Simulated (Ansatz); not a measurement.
Base system: Sb2Te3 in the Bi2Te3 type structure (space group R-3m, No. 166; a = 4.287 Å, c = 30.930 Å (hexagonal axes)). Axes: x lies along a and z along c of the hexagonal cell.

Computed with DFT with r2SCAN+rVV10, PAW potentials and a 500 eV plane-wave cutoff in Ansatz (a first-principles code), no spin-orbit coupling, earlier PAW set.

For the base:

```
Quantity             Value
-------------  -----------
Gap character  direct at Γ
```

The change: biaxial strain −2.70 %, plane normal [001], relaxed out of plane (Cartesian); in-plane vectors clamped, the third vector and the atoms free.

Task: Estimate the effect on the gap character and out-of-plane strain.

Result: The gap character becomes indirect, Γ → F (base: direct at Γ); the out-of-plane strain comes out as +2.99 %.

Spin-orbit coupling, missing from the scalar runs, can matter with Sb and Te. Stability against distortions was not tested.
